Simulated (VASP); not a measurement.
**How biaxial strain in the (111) plane changes InSb (F-43m)**

How do the elastic response and the band edges of InSb follow biaxial strain in the (111) plane?

Main program and level: VASP 6.6.1; PBEsol; plane waves and PAW (In_d, Sb), in the first sound run; inputs show where later runs differ.

## Step 1: Starting point

It takes space group F-43m (No. 216, cubic). Conventional cell: a = 6.479 Å, b = 6.479 Å, c = 6.479 Å, α = 90.00°, β = 90.00°, γ = 90.00°. Nearest to In lie 4 Sb at 2.81 Å. Nearest to Sb lie 4 In at 2.81 Å. Farther neighbours are not listed.

## Step 2: Relax the crystal, PBEsol

The series starts from the cell that this level prefers, so that zero strain is near zero stress.

This step took 2 runs in a row; the last is shown.

Level: PBEsol; plane waves and PAW (In_d, Sb).

File INCAR:

```
SYSTEM = InSb
PREC = Accurate
ENCUT = 450
EDIFF = 1E-07
NELM = 120
ISMEAR = 0
SIGMA = 0.02
LREAL = .FALSE.
ALGO = Normal
GGA = PS
NBANDS = 15
LASPH = .TRUE.
LORBIT = 11
LWAVE = .FALSE.
LCHARG = .FALSE.
KPAR = 8
IBRION = 2
NSW = 40
ISIF = 3
EDIFFG = -0.005
POTIM = 0.4
```

File POSCAR:

```
InSb
1.0
    0.0000000000      3.2608859933      3.2608859933
    3.2608859933      0.0000000000      3.2608859933
    3.2608859933      3.2608859933      0.0000000000
In Sb
1 1
Direct
    0.0000000000      0.0000000000      0.0000000000
    0.2500000000      0.2500000000      0.2500000000
```

File KPOINTS:

```
Automatic mesh
0
Gamma
8 8 8
0 0 0
```

The projector-augmented-wave data sets are In_d and Sb (PBE family, release 64).

Launch:

```sh
> mpirun -np 8 vasp_std
```

The program printed:

```text
[banner, memory and clock lines left out]
running    8 mpi-ranks, on    1 nodes
[...]
|                                                                             |
|           W    W    AA    RRRRR   N    N  II  N    N   GGGG   !!!           |
|           W    W   A  A   R    R  NN   N  II  NN   N  G    G  !!!           |
|           W    W  A    A  R    R  N N  N  II  N N  N  G       !!!           |
|           W WW W  AAAAAA  RRRRR   N  N N  II  N  N N  G  GGG   !            |
|           WW  WW  A    A  R   R   N   NN  II  N   NN  G    G                |
|           W    W  A    A  R    R  N    N  II  N    N   GGGG   !!!           |
|                                                                             |
|     For optimal performance we recommend to set                             |
|       NCORE = 2 up to number-of-cores-per-socket                            |
|     NCORE specifies how many cores store one orbital (NPAR=cpu/NCORE).      |
|     This setting can greatly improve the performance of VASP for DFT.       |
[...]
|     You enforced a specific xc type in the INCAR file but a different       |
|     [... a line on the potential file left out ...]
|     I HOPE YOU KNOW WHAT YOU ARE DOING!                                     |
|                                                                             |

 LDA part: xc-table for (Slater+PW92), standard interpolation
 POSCAR, INCAR and KPOINTS ok, starting setup
[...]
entering main loop
       N       E                     dE             d eps       ncg     rms          rms(c)
DAV:   1     0.109302008114E+03    0.10930E+03   -0.73916E+03   870   0.106E+03
DAV:   2    -0.525982122204E+00   -0.10983E+03   -0.10683E+03   919   0.277E+02
DAV:   3    -0.763874222155E+01   -0.71128E+01   -0.70817E+01  1108   0.755E+01
DAV:   4    -0.782722606828E+01   -0.18848E+00   -0.18838E+00  1080   0.143E+01
[...]
DAV:  11    -0.769585218206E+01   -0.21064E-04   -0.36290E-05   975   0.516E-02    0.226E-02
DAV:  12    -0.769585279602E+01   -0.61396E-06   -0.13049E-06  1070   0.963E-03    0.597E-03
DAV:  13    -0.769585275105E+01    0.44964E-07   -0.60730E-07  1024   0.604E-03
   1 F= -.76958528E+01 E0= -.76958226E+01  d E =-.769585E+01
[...]
reached required accuracy - stopping structural energy minimisation
```

Run time: 6.8 s. Hardware: 8 MPI ranks of Intel Xeon Platinum 8375C at 2.90GHz (Ice Lake), shared host; peak memory 1.5 GiB.

Lines that name or quote the potential files are left out of all logs, and their timing lines are given in words.

OUTCAR, selected parts (step 2):

```text
  Total       -0.0015933     -0.0015933     -0.0015933     -0.0000000      0.0000000      0.0000000
  in kB       -0.0368100     -0.0368100     -0.0368100     -0.0000000      0.0000000      0.0000000
  external PRESSURE =      -0.0368100 kB  Pullay stress =       0.0000000 kB

 POSITION                                       TOTAL-FORCE (eV/Angst)
 -----------------------------------------------------------------------------------
      0.00000      0.00000      0.00000         0.000000      0.000000      0.000000
      1.63044      1.63044      1.63044        -0.000000     -0.000000     -0.000000
 -----------------------------------------------------------------------------------
    total drift:                               -0.000000     -0.000000     -0.000000

  FREE ENERGIE OF THE ION-ELECTRON SYSTEM (eV)
  ---------------------------------------------------
  free  energy   TOTEN  =        -7.6958527511 eV

  energy  without entropy=       -7.6957924923  energy(sigma->0) =       -7.69582262

 reached required accuracy - stopping structural energy minimisation

[... 3 further parts left out ...]
[key lines of the parts left out:]
E-fermi :   4.7638
```

Read from the output:

| Item | Value |
| --- | --- |
| energy(sigma→0) of the program | -7.6958 eV |
| stress, compression positive | 0.00 along [111], 0.00 across it (mean), GPa |
| volume | 69.348 Å³ |
| ionic steps | 1 |

## Step 3: Strain along the normal, PBEsol

One member in full: the plane is strained by 2 %, and the strain along the normal is moved by secant steps until the normal stress is under 0.012 GPa or five steps are spent; the atoms relax at each step.

This step took 3 runs, each at a new trial strain with the atoms of the one before; the last is shown.

Level: PBEsol; plane waves and PAW (In_d, Sb); cell typed or built by script.

Edit INCAR of step 2 so:

```diff
@@ -15,7 +15,7 @@
 LCHARG = .FALSE.
-KPAR = 8
-IBRION = 2
-NSW = 40
-ISIF = 3
-EDIFFG = -0.005
-POTIM = 0.4
+KPAR = 2
+IBRION = 1
+NSW = 25
+ISIF = 2
+EDIFFG = -0.004
+POTIM = 0.3
```

File POSCAR:

```
InSb
1.0
   -0.0702826980      3.2558210160      3.2558210160
    3.2558210160     -0.0702826980      3.2558210160
    3.2558210160      3.2558210160     -0.0702826980
In Sb
1 1
Direct
    0.9982217439      0.9982217439      0.9982217439
    0.2517782561      0.2517782561      0.2517782561
```

KPOINTS is that of step 2.

Launch:

```sh
> mpirun -np 2 vasp_std
```

The program printed:

```text
[banner, memory and clock lines left out]
running    2 mpi-ranks, on    1 nodes
[...]
[... a notice as in an earlier step ...]

 LDA part: xc-table for (Slater+PW92), standard interpolation
 POSCAR, INCAR and KPOINTS ok, starting setup
[...]
entering main loop
       N       E                     dE             d eps       ncg     rms          rms(c)
DAV:   1     0.106984338867E+03    0.10698E+03   -0.72725E+03  1957   0.106E+03
DAV:   2    -0.970325520658E+00   -0.10795E+03   -0.10505E+03  2167   0.272E+02
DAV:   3    -0.762568804407E+01   -0.66554E+01   -0.66260E+01  2496   0.730E+01
DAV:   4    -0.781014132891E+01   -0.18445E+00   -0.18442E+00  2476   0.142E+01
[...]
DAV:  11    -0.768150380712E+01   -0.22141E-04   -0.37504E-05  2174   0.510E-02    0.214E-02
DAV:  12    -0.768150430896E+01   -0.50184E-06   -0.11954E-06  2429   0.858E-03    0.606E-03
DAV:  13    -0.768150439500E+01   -0.86040E-07   -0.67797E-07  2314   0.650E-03
   1 F= -.76815044E+01 E0= -.76815044E+01  d E =-.768150E+01
 BRION: g(F)=  0.741E-06 g(S)=  0.000E+00
 reached required accuracy - stopping structural energy minimisation
```

It took 28 s on 2 MPI ranks; peak memory 0.4 GiB; 54 s of CPU time.

OUTCAR, selected parts (step 3):

```text
  Total       -0.4882273     -0.4882273     -0.4882273      0.2454749      0.2454749      0.2454749
  in kB      -10.9769965    -10.9769965    -10.9769965      5.5191037      5.5191037      5.5191037
  external PRESSURE =     -10.9769965 kB  Pullay stress =       0.0000000 kB

 POSITION                                       TOTAL-FORCE (eV/Angst)
 -----------------------------------------------------------------------------------
      6.42990      6.42990      6.42990        -0.002066     -0.002066     -0.002066
      1.62179      1.62179      1.62179         0.002066      0.002066      0.002066
 -----------------------------------------------------------------------------------
    total drift:                                0.000327      0.000327      0.000327

  FREE ENERGIE OF THE ION-ELECTRON SYSTEM (eV)
  ---------------------------------------------------
  free  energy   TOTEN  =        -7.6815043950 eV

  energy  without entropy=       -7.6815043950  energy(sigma->0) =       -7.68150439

[... 1 part as in an earlier step ...]

[... 3 further parts left out ...]
[key lines of the parts left out:]
E-fermi :   4.5098
```

Numbers from this step:

| Quantity | Value |
| --- | --- |
| energy(sigma→0) of the program | -7.6815 eV |
| stress, compression positive | 0.01 along [111], -1.65 across it (mean), GPa |
| ionic steps | 1 |

## Step 4: Band edges, TB-mBJ with spin-orbit coupling

Short lines in KPOINTS_OPT sample the zone centre along and across the normal of the plane, for masses, and the other valleys.

Level: TB-mBJ, spin-orbit coupling; plane waves and PAW (In_d, Sb); cell typed or built by script.

TB-mBJ has no energy functional, so the total energy, stress and pressure in this output mean nothing.

File INCAR:

```
SYSTEM = InSb
PREC = Accurate
ENCUT = 450
EDIFF = 1E-06
NELM = 150
ISMEAR = 0
SIGMA = 0.02
LREAL = .FALSE.
ALGO = Normal
METAGGA = MBJ
LASPH = .TRUE.
LNONCOLLINEAR = .TRUE.
MAGMOM = 0 0 0 0 0 0
NBANDS = 28
GGA_COMPAT = .FALSE.
LSORBIT = .TRUE.
LWAVE = .FALSE.
LCHARG = .FALSE.
KPAR = 2
```

POSCAR is that of step 3.

File KPOINTS:

```
Automatic mesh
0
Gamma
6 6 6
0 0 0
```

File KPOINTS_OPT:

```
Line mode
6
Line-mode
Reciprocal
  0.00000000   0.00000000   0.00000000
  0.02959423   0.02959423   0.02959423

  0.00000000   0.00000000   0.00000000
 -0.01871591   0.01871591  -0.00000000

  0.31000000   0.31000000   0.00000000
  0.50000000   0.50000000   0.00000000

  0.00000000   0.31000000   0.31000000
  0.00000000   0.50000000   0.50000000

  0.45000000   0.45000000   0.45000000
  0.50000000   0.50000000   0.50000000

  0.45000000   0.00000000   0.00000000
  0.50000000   0.00000000   0.00000000

  0.42500000   0.42500000   0.00000000
  0.42444071   0.45090900   0.02590900

  0.50000000   0.50000000   0.50000000
  0.48128409   0.51871591   0.50000000
```

Launch:

```sh
> mpirun -np 2 vasp_ncl
```

The program printed:

```text
[banner, memory and clock lines left out]
running    2 mpi-ranks, on    1 nodes
[...]
[... a notice as in an earlier step ...]

 LDA part: xc-table for (None), standard interpolation
 POSCAR, INCAR and KPOINTS ok, starting setup
[...]
entering main loop
       N       E                     dE             d eps       ncg     rms          rms(c)
DAV:   1     0.732687609155E+03    0.73269E+03   -0.69664E+03  3140   0.115E+03
DAV:   2     0.600313472862E+03   -0.13237E+03   -0.12826E+03  3236   0.311E+02
DAV:   3     0.588302307182E+03   -0.12011E+02   -0.11838E+02  3956   0.112E+02
DAV:   4     0.587823859027E+03   -0.47845E+00   -0.47756E+00  3940   0.244E+01
[...]
DAV:  32     0.589413700247E+03   -0.16113E-04   -0.12206E-09  1636   0.482E-04    0.620E-05
DAV:  33     0.589413701749E+03    0.15020E-05   -0.44388E-10  1628   0.302E-04    0.575E-05
DAV:  34     0.589413702350E+03    0.60070E-06   -0.24733E-10  1620   0.186E-04
   1 F= 0.58941370E+03 E0= 0.58941370E+03  d E =-.527881E-11  mag=    -0.0000     0.0000    -0.0000
 Start KPOINTS_OPT (optional k-point list driver)
k-point batch [1-48\48]
       N       E                     dE             ncg
DAV:   1     0.231894996123E+04   -0.13252E+05     2688
DAV:   2    -0.396133743833E+04   -0.62803E+04     2840
DAV:   3    -0.461246951424E+04   -0.65113E+03     3364
DAV:   4    -0.464023570959E+04   -0.27766E+02     3328
[...]
DAV:   8    -0.464261307695E+04   -0.46625E-04     4068
DAV:   9    -0.464261307946E+04   -0.25096E-05     2328
DAV:  10    -0.464261307978E+04   -0.31926E-06     1868
```

It took 7.1 min on 2 MPI ranks; peak memory 0.91 GiB; 14 min of CPU time.

Parts of OUTCAR (step 4):

```text
  LATTYP: Found a trigonal (rhomboedric) cell.
 ALAT       =     4.6049626094
 COS(alpha) =     0.4783017764

 Subroutine GETGRP returns: Found  6 space group operations
 (whereof  6 operations were pure point group operations)

The static configuration has the point symmetry C_3v.

 Found     56 irreducible k-points:

   k-points           NKPTS =     56   k-points in BZ     NKDIM =     56   number of bands    NBANDS=     28

   dimension x,y,z NGX =    32 NGY =   32 NGZ =   32
   dimension x,y,z NGXF=    64 NGYF=   64 NGZF=   64

   ENCUT  =  450.0 eV  33.07 Ry    5.75 a.u.   7.97  7.97  7.97*2*pi/ulx,y,z

   NELECT =      18.0000    total number of electrons

 E-fermi :   4.8292

 k-point     1 :       0.0000    0.0000    0.0000
  band No.  band energies     occupation
    ...
     14       4.0904      1.00000
     15       4.7184      1.00000
     16       4.7184      1.00000
     17       4.7353      1.00000
     18       4.7353      1.00000
     19       4.9095      0.00000
     20       4.9095      0.00000
     21       7.5733      0.00000
     22       7.5733      0.00000
     23       7.8865      0.00000
    ...

 k-point     2 :       0.1667    0.0000    0.0000
  band No.  band energies     occupation
    ...
     14       2.3321      1.00000
     15       4.0593      1.00000
     16       4.0826      1.00000
     17       4.5403      1.00000
     18       4.5409      1.00000
     19       5.9133      0.00000
     20       5.9286      0.00000
     21       8.1025      0.00000
     22       8.1247      0.00000
     23       8.3775      0.00000
    ...

  Total      -46.7272264    -46.7272264    -46.7272264      0.2560139      0.2560139      0.2560139
  in kB    -1050.5856975  -1050.5856975  -1050.5856975      5.7560568      5.7560568      5.7560568
  external PRESSURE =   -1050.5856975 kB  Pullay stress =       0.0000000 kB

 POSITION                                       TOTAL-FORCE (eV/Angst)
 -----------------------------------------------------------------------------------
      6.42990      6.42990      6.42990         0.069760      0.069760      0.069760
      1.62179      1.62179      1.62179        -0.069760     -0.069760     -0.069760
 -----------------------------------------------------------------------------------
    total drift:                                0.107240      0.107240      0.107240

  FREE ENERGIE OF THE ION-ELECTRON SYSTEM (eV)
  ---------------------------------------------------
  free  energy   TOTEN  =       589.4137023501 eV

  energy  without entropy=      589.4137023502  energy(sigma->0) =      589.41370235

 Spin-Orbit-Coupling matrix elements
 Ion:    1  E_soc:     -0.0687468
 Ion:    2  E_soc:     -0.1261384

[... 1 part as in an earlier step ...]

[... 7 further parts left out ...]
```

(Continued in part 2 of 2.)

[Lines on the potential files, build, host, timing and source positions are cut from VASP's logs without a mark.]

[Logs are printed without paths, hosts, clocks, repeated set-up lines and the standing remarks that a program may print on its own settings, such as how far it seeks lower states.]

[Hosts, paths, dates, database ids (printed as entryN), source tags and the programs' standing remarks are cut or masked in the printed files.]

[In band tables of VASP the shares of atoms and orbitals are scaled to a sum of 1 inside the atoms' spheres.]
